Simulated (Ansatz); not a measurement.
# Field gradients at the nuclei in Te2Mo at a changed volume

The cell is an entry of the Crystallography Open Database (COD), relaxed with PBE at fixed cell and then changed (volume scaled by 0.98, ions relaxed).

```xyz
6
Lattice="3.4946 0.0000 0.0000 -1.7473 3.0264 0.0000 0.0000 0.0000 13.8798" Properties=species:S:1:pos:R:3 pbc="T T T"
Te    0.0000    2.0176    8.5869
Te    1.7473    1.0088    1.6470
Te    0.0000    2.0176   12.2328
Te    1.7473    1.0088    5.2929
Mo    0.0000    2.0176    3.4700
Mo    1.7473    1.0088   10.4099
```

Sites (sets of like atoms) are named by element and the number of their first atom in this list.

The numbers come from a DFT calculation in Ansatz (PBE, plane waves and PAW, scalar-relativistic, 420 eV cutoff, Γ-centred 14×14×3 k-points, Fermi–Dirac smearing 0.02 eV).

V_zz is the principal component of the electric field gradient with the largest magnitude, η = (V_xx − V_yy)/V_zz and C_Q = eQV_zz/h. Directions are in the Cartesian axes of the cell vectors above, for the atom listed; none is given where the gradient is under 0.02 or η is above 0.95.

Question: Which values are expected at the nuclei?

Answer: 

| site | first atom | first shell | V_zz (10²¹ V/m²) | η | direction of V_zz (x, y, z) |
| --- | --- | --- | --- | --- | --- |
| Te | 1 | 3 Mo at 2.72 Å | -17.82 | 0.00 | 0.00 0.00 1.00 |
| Mo | 5 | 6 Te at 2.72 Å | -6.03 | 0.00 | 0.00 0.00 1.00 |

An axis of threefold or higher order runs through Te and Mo, so V_zz lies along it and η is zero.

Without spin–orbit coupling the gradients at and beside Te can be off by some per cent, at some sites by more.

The relaxation (3 steps) took 34 s of wall time (34 s of CPU time) and 0.65 GiB at its peak, on 1 thread of Intel Xeon 6975P-C (Granite Rapids) (x86_64; 16 cores open to the job, memory cap 3.0 GiB, no GPU), a shared host with a load of 0.6 a core.
